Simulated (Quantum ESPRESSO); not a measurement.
**Hf: phonon dispersion with PBE**

The system is Hf.

```
CELL_PARAMETERS angstrom
0.00000 2.22000 2.22000
2.22000 0.00000 2.22000
2.22000 2.22000 0.00000
ATOMIC_POSITIONS crystal
Hf 0.00000 0.00000 0.00000
```

This isn't the form of Hf at room conditions, which is hcp.

| Quantity | Value |
| --- | --- |
| Program | Quantum ESPRESSO 7.5 |
| Task | phonon dispersion |
| Functional | PBE |
| Potentials or basis | PseudoDojo 0.4.1 SR PBE standard |
| Cutoff | 789 eV |
| Density cutoff | 3157 eV |
| k mesh | 10 × 10 × 10 |
| Occupations | cold, width 0.2 eV |
| Spin | no spin polarisation |
| Mixing beta | 0.5 |
| Most SCF iterations | 120 |
| SCF threshold | 2e-10 Ry |
| q mesh | 2 × 2 × 2 |

```
Relaxed volume                         : 22.52 Å³/atom
Relaxed cell                           : a = 3.170 Å, b = 3.170 Å, c = 3.170 Å, α = 60.00°, β = 60.00°, γ = 60.00°
Space group after relaxing (to 0.05 Å) : Fm-3m (No. 225)
Pressure after relaxing                : 0.0 GPa
Band gap on the k mesh                 : none (metal or under the smearing width)
Highest phonon frequency               : 121 cm⁻¹
Zero-point energy                      : 0.015 eV/atom
```

Step by step:
```tsv
step	energy change (eV)	largest force (eV/Å)	pressure (GPa)	volume (Å³)
1	0.0000	0.0000	3.09	21.88
2	-0.0048	0.0000	1.35	22.23
3	-0.0060	0.0000	0.06	22.50
4	-0.0060	0.0000	0.00	22.52
```

Final structure:
```
Hf
1.0
     0.00000    2.24126    2.24126
     2.24126    0.00000    2.24126
     2.24126    2.24126    0.00000
Hf
1
Cartesian
  0.0000 0.0000 0.0000
```

Levels at points of the mesh, in eV from the Fermi level:
| k point | band 4 | band 5 | band 6 | band 7 | band 8 | band 9 |
| --- | --- | --- | --- | --- | --- | --- |
| (0.00, 0.00, 0.00) | -30.01 | -7.20 | 1.40 | 1.40 | 1.40 | 4.18 |
| (0.00, 0.00, -0.50) | -30.12 | -3.62 | 0.54 | 1.18 | 1.18 | 6.28 |
| (0.00, -0.50, -0.50) | -30.30 | -3.23 | -2.11 | 2.46 | 6.29 | 6.89 |

Phonon frequencies in cm⁻¹ (negative: imaginary):
| q point | frequencies |
| --- | --- |
| (0.000, 0.000, 0.000) | 0 0 0 |
| (0.318, 0.000, 0.318) | 73 73 98 |
| (0.500, 0.150, 0.650) | 89 96 113 |
| (0.346, 0.346, 0.692) | 85 93 103 |
| (0.144, 0.144, 0.288) | 46 47 59 |
| (0.091, 0.091, 0.091) | 19 19 24 |
| (0.409, 0.409, 0.409) | 64 64 83 |
| (0.589, 0.321, 0.589) | 82 90 100 |
| (0.500, 0.275, 0.725) | 87 102 103 |
| (0.500, 0.450, 0.550) | 69 71 88 |
| (0.431, 0.431, 0.639) | 78 85 95 |
| (0.562, 0.125, 0.562) | 91 92 118 |

Phonon frequencies at the corners of the path (cm⁻¹, interpolated; i marks imaginary ones):
| point | frequencies |
| --- | --- |
| Γ | 0 0 0 |
| X | 92 92 121 |
| W | 87 103 103 |
| K | 88 93 109 |
| L | 66 66 86 |
| U | 88 93 109 |

Phonon states per cell in windows of 10 cm⁻¹ (negative: imaginary):
```csv
from (cm⁻¹),total
0,0.00
10,0.01
20,0.03
30,0.06
40,0.11
50,0.19
60,0.38
70,0.58
80,0.79
90,0.54
100,0.22
110,0.09
```

Harmonic thermodynamics per atom at this volume (zero-point energy 14.7 meV, Debye temperature from the second moment 151 K):
| T (K) | free energy (meV) | entropy (k_B) | heat capacity Cv (k_B) |
| --- | --- | --- | --- |
| 50 | 13.0 | 1.22 | 1.97 |
| 100 | 4.0 | 2.87 | 2.68 |
| 200 | -30.1 | 4.83 | 2.92 |
| 298.15 | -76.2 | 6.00 | 2.96 |
| 500 | -195.1 | 7.54 | 2.99 |
| 800 | -409.7 | 8.95 | 2.99 |

Run time: 6.9 min on 1 thread of Arm Neoverse V1, on a shared host, peak memory 0.09 GiB.

Caveat: the q mesh is small, so phonon branches between its points and thermal values are rough. The run has no spin-orbit coupling, so splittings on Hf are missing.
